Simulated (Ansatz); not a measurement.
# ZnSe (F-43m): equation of state with a fit

Where is the equilibrium volume of ZnSe (F-43m), and how stiff is it? A script is to give an equation of state with a fit; the system is ZnSe (F-43m).

Computed with Ansatz 0.2.0, driven from Python. Level of theory: DFT PBEsol, plane waves, PAW.

### 1 The system

It takes space group F-43m (No. 216, cubic). Conventional cell: a = 5.668 Å, b = 5.668 Å, c = 5.668 Å, α = 90.00°, β = 90.00°, γ = 90.00°. Zn (site symmetry -43m) has 4 Se at 2.45 Å as nearest neighbours. Around Se (site symmetry -43m) lie 4 Zn at 2.45 Å.

No structure file is read: the coordinates are typed or built in the script.

### 2 The code

Contents of znse_eos.py:

```python
"""Energy against volume for ZnSe, with a fit."""

import ansatz as az
import numpy as np
from scipy.optimize import curve_fit

VECTORS = np.array([
    [0.0, 2.8338, 2.8338],
    [2.8338, 0.0, 2.8338],
    [2.8338, 2.8338, 0.0],
])
SITES = [
    ("Zn", [0.0, 0.0, 0.0]),
    ("Se", [0.25, 0.25, 0.25]),
]


def make_crystal(cell):
    crystal = az.Crystal(lattice=az.Lattice.of(cell))
    for symbol, position in SITES:
        crystal = crystal.atom(symbol, position)
    return crystal

def vinet(v, e0, v0, b0, b1):
    eta = (v / v0) ** (1 / 3)
    return e0 + 2 * b0 * v0 / (b1 - 1) ** 2 * (2 - (5 + 3 * b1 * (eta - 1) - 3 * eta) * np.exp(-1.5 * (b1 - 1) * (eta - 1)))


def main() -> None:
    # uniform scaling of the cell
    volumes, energies, pressures = [], [], []
    for scale in np.linspace(0.9, 1.1, 9):
        cell = VECTORS * scale ** (1 / 3)
        job = (
            make_crystal(cell).calculation()
            .functional("PBEsol")
            .basis(19 * az.Ha)
            .occupations("fixed")
            .kpoints(6, 6, 6)
            .stress()
        )
        rep = job.run(threads=1).report
        volumes.append(abs(np.linalg.det(cell)) / len(SITES))
        energies.append(rep["free_energy_ev"] / len(SITES))
        pressures.append(np.trace(rep["stress_gpa"]) / 3)
        print(f"V = {volumes[-1]:8.4f} A^3/atom  F = {energies[-1]:.5f} eV/atom  P = {pressures[-1]:8.3f} GPa")

    guess = (min(energies), volumes[int(np.argmin(energies))], 0.5, 4.5)
    (e0, v0, b0, b1), _ = curve_fit(vinet, np.array(volumes), np.array(energies), p0=guess, maxfev=20000)
    print(f"Vinet fit: V0 = {v0:.4f} A^3/atom, B0 = {160.21766 * b0:.1f} GPa, B1 = {b1:.2f}")
    print("largest residual", round(1000 * float(np.abs(vinet(np.array(volumes), e0, v0, b0, b1) - energies).max()), 3), "meV/atom")


if __name__ == "__main__":
    main()
```

### 3 The run

Command:

```console
$ python znse_eos.py
```

**Question.** Estimate the equilibrium volume and the bulk modulus.

**Answer**, as computed:

```
                      quantity           value
                 runs compared               9
               range of energy  52.54 meV/atom
lowest point, volume (Å³/atom)          22.188
      equilibrium volume (fit)   22.36 Å³/atom
            bulk modulus (fit)          65 GPa
```

A third-order Birch-Murnaghan fit through the 9 points (the script's own form differs a little) has its minimum at 22.36 Å³ an atom, 1.8 % below the typed cell, with a bulk modulus of 65 GPa and dB/dP = 4.6. From that minimum the energy rises by 37.6 meV an atom on the compressed side and 52.8 meV on the expanded side. For a gap this small the mesh is coarse, and bands can meet between its points. Pressure is positive in compression.
